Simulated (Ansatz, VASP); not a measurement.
Two plane-wave programs on Pt

```
Pt
1.0
     1.99821    1.99821    0.00000
    -1.99821    1.99821    0.00000
     0.00000    0.00000    3.80447
Pt
2
Direct
  0.00000 0.00000 0.00000
  0.50000 0.50000 0.50000
```

Change from the starting cell: biaxial strain in the a-b plane, c and atoms relaxed: +2.0 %.

Alike in both runs: functional PBEsol; k mesh 18 × 18 × 14; occupations gaussian, width 0.1 eV; no spin polarisation.

Ansatz relaxed the structure, and its values are those at the end. VASP's run is a single point on that final structure, the one shown.

```csv
,VASP,Ansatz
version,VASP 6.6.1,Ansatz 0.2.0
potentials or method,"VASP PAW PBE potentials, release 64 (Pt)","scalar-relativistic, plane waves, PAW"
plane-wave cutoff (eV),520,420
valence electrons in the cell,20,36
```

```tsv
	VASP	Ansatz	Ansatz less VASP
gap on the k mesh at the Fermi level (eV)	none	none	-
pressure (GPa)	-3.1	-2.7	+0.42
```

A gap of «none» marks a metal or a gap that the smearing closes. The two sets of potentials don't hold the same shells in valence.

Caveats: the PAW data sets were made with another functional, which shifts forces and pressure a little (VASP). The runs have no spin-orbit coupling, so splittings on Pt are missing.
